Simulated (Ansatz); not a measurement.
**How far is this ZnS from the hull?**

All numbers below come from DFT PBE, scalar-relativistic, plane waves, PAW (Ansatz 0.2.0). All cells share a 420 eV cutoff and Γ-centred k meshes spaced at most about 0.3 Å⁻¹ (2π included). No spin polarisation.

The zero of energy is the elements' standard structures at the same level; no fitted shifts are applied.

Temperature and zero-point effects are left out. No dispersion correction is applied, so the spacing and binding between layers, chains or molecules are poorly described (P-6m2), and this can change margins and order among such cells. The reference form of S is held partly by dispersion forces, which this level lacks.

The competitors are the elements and 1 reference phase of this chemical system (from databases or known types: ZnS), relaxed at the same level; other known phases may be missing.

The candidate was reached from: 4-connected net, two elements spread over the vertices.

Space group P-6m2 (No. 187). a = 9.660 Å, b = 9.660 Å, c = 3.983 Å, α = 90.00°, β = 90.00°, γ = 120.00°
| atom | site | symmetry | x | y | z |
| --- | --- | --- | --- | --- | --- |
| Zn | 3j | mm2 | 0.9287 | 0.4644 | 0.0000 |
| S | 3k | mm2 | 0.4899 | 0.9797 | 0.5000 |

Task: Is it stable, and against what?

Result: Not the lowest form: another structure of the same formula lies lower. Its formation energy is -0.044 eV/atom. The lowest competing phase at this composition is this:

| phase | space group | source | share of atoms | ΔE_f (eV/atom) |
| --- | --- | --- | --- | --- |
| ZnS | F-43m (No. 216) | COD | 1.0000 | -0.822 |

The candidate lies 0.78 eV/atom above this phase. The candidate matches no cell in the subsets of the Crystallography Open Database and the Materials Project at hand. A phase this far over the hull is unlikely to be made.
